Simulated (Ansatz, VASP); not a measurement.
## One calculation of Sc, two programs

The input INCAR:

```
SYSTEM = Sc
  PREC = Accurate
  ENCUT = 520
  EDIFF = 1E-6
  ISMEAR = -1
  SIGMA = 0.03
  LREAL = .False.
  LASPH = .True.
  NELM = 60
  ALGO = Normal
  ISIF = 2
  LWAVE = .False.
  LCHARG = .False.
  GGA = PS
  NBANDS = 12
```

KPOINTS

```
Automatic mesh
0
Gamma
  12 12 12
  0 0 0
```

File POSCAR:

```
Sc
1.0
    0.0000000000      2.2477950000      2.2705000000
    2.2477950000      0.0000000000      2.2705000000
    2.2477950000      2.2477950000      0.0000000000
Sc
1
Direct
    0.0000000000      0.0000000000      0.0000000000
```

Input for Ansatz:

```yaml
crystal:
  lattice:
    - [0.0, 2.247795, 2.2705]
    - [2.247795, 0.0, 2.2705]
    - [2.247795, 2.247795, 0.0]
  atoms:
    - { symbol: Sc, position: [0.0, 0.0, 0.0] }
kpoints:
  mp_grid: { grid: [12, 12, 12] }
  band_path:
    path:
      - [0.0, 0.0, 0.0]
      - [0.0, 0.5, 0.5]
      - [0.25, 0.75, 0.5]
      - [0.0, 0.5, 0.0]
      - [0.0, 0.0, 0.0]
      - [0.5, 0.5, 0.0]
      - [0.3725125, 0.6274875, 0.0]
      - [-0.3725125, 0.3725125, 0.0]
      - [0.0, 0.0, 0.0]
    npoints: 5
scf:
  occupations: { method: fermi_dirac, width: 0.03 }
hamiltonian:
  xc: pbesol
  pseudopotentials: { kind: all_electron, lapw: { basis_error: 0.00025 } }
output:
  forces: true
  stress: true
  eigenvalues: true
```

Change from the starting cell: equal xx and yy strain of -1 %.

Alike in both runs: task single point; functional PBEsol; k mesh 12 × 12 × 12; occupations fermi-dirac, width 0.03 eV; no spin polarisation.

|  | VASP | Ansatz |
| --- | --- | --- |
| version | VASP 6.6.1 | Ansatz 0.2.0 |
| potentials or method | VASP PAW PBE potentials, release 64 (Sc_sv) | all-electron LAPW, scalar-relativistic |
| plane-wave cutoff (eV) | 520 | see its input |

|  | VASP | Ansatz | Ansatz less VASP |
| --- | --- | --- | --- |
| pressure (GPa) | 1.6 | 1.6 | 0.00 |
| largest component of the traceless stress (GPa) | 0.23 | 0.23 | 0.000 |

Ansatz ran all-electron here, so the differences hold the error of VASP's frozen core and of both bases.

Caveats: the PAW data sets were made with another functional, which shifts forces and pressure a little (VASP).
